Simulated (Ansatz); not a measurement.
**Is this Ti structure a true minimum?**

It comes from a database structure that was distorted and then relaxed.

Theory: DFT PBE, scalar-relativistic, plane waves, PAW in Ansatz. Cutoff 420 eV; k points 26×26×26 on the computed 1-atom cell (Γ-centred); Gaussian smearing, width 0.10 eV; no spin polarisation.

The cell below (1 atom, space group Fm-3m (No. 225)) is relaxed within its symmetry.

```
Ti
1.0
    -1.45408    1.45408    2.05531
     1.45408   -1.45408    2.05531
     1.45408    1.45408   -2.05531
Ti
1
Direct
  0.50000 0.50000 0.00000
```

For the test a repeat of it with 4 atoms (edges 2.91, 5.04, 5.04 Å) was strained at random (σ = 1.5 % a component), the atoms were moved at random (σ = 0.05 Å), and all was relaxed again on a coarse 8×6×6 mesh (in the run’s order of axes) with 0.20 eV smearing, with no symmetry imposed.

Question: Does it come back?

Answer: It returns, within 1 meV/atom of the unmoved cell on that mesh and with the same symmetry when read at 0.1 Å (I4/mmm at 0.01 Å, so small strains and shifts remain). No instability shows in this cell; modes of other wave vectors, which need another repeat, aren't tested.
